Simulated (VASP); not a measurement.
Write the native input for VASP 6.6.1 that does the following.

```yaml
Task: single point
Functional: PBE
Potentials_or_basis: VASP PAW PBE potentials, release 64 (Si_GW, C_GW)
Cutoff: 500 eV
k_mesh: 5 × 5 × 3
Occupations: gaussian, width 0.02 eV
Spin: no spin polarisation
Further_INCAR_settings: ALGO = Fast; EDIFF = 1e-07; NBANDS = 16
```

The structure of SiC (Moissanite) lies in POSCAR:

```
SiC
1.0
    3.0760000000      0.0000000000      0.0000000000
   -1.5380000000      2.6638941420      0.0000000000
    0.0000000000      0.0000000000      5.0480000000
Si C
2 2
Direct
    0.6666666667      0.3333333333      0.5000000000
    0.3333333333      0.6666666667      0.0000000000
    0.6666666667      0.3333333333      0.8850000000
    0.3333333333      0.6666666667      0.3850000000
```

The input as run:

INCAR

```
PREC = Accurate
ENCUT = 500
EDIFF = 1E-7
ISMEAR = 0
SIGMA = 0.02
LREAL = False
LASPH = True
NELM = 80
ALGO = Fast
ISIF = 2
LWAVE = False
LCHARG = False
GGA = PE
NBANDS = 16
```

KPOINTS

```
regular mesh
0
Gamma
  5 5 3
```

Potentials or basis: VASP PAW PBE potentials, release 64 (Si_GW, C_GW).

The run is started by

```console
$ cat potpaw_PBE.64/Si_GW/POTCAR potpaw_PBE.64/C_GW/POTCAR > POTCAR
$ mpirun -np 1 vasp_std > vasp.out
```

It gave:

```json
{
 "Pressure": "3.6 GPa",
 "Largest force": "0.742 eV/Å",
 "Band gap on the k mesh": "2.80 eV, indirect (least direct gap 4.18 eV)"
}
```

Caveat: the k mesh is coarse (spacing up to 0.47 Å⁻¹), so the values aren't converged; the cutoff is under 1.25 times the usual one of these potentials, so pressure, stress and relaxed cells hold a basis-set (Pulay) error; an odd mesh through Γ misses points on the zone boundary, where band edges often lie.

Wall time 8.9 s on 1 thread of Intel(R) Xeon(R) 6975P-C (Granite Rapids), on a shared host, peak memory 0.15 GiB.
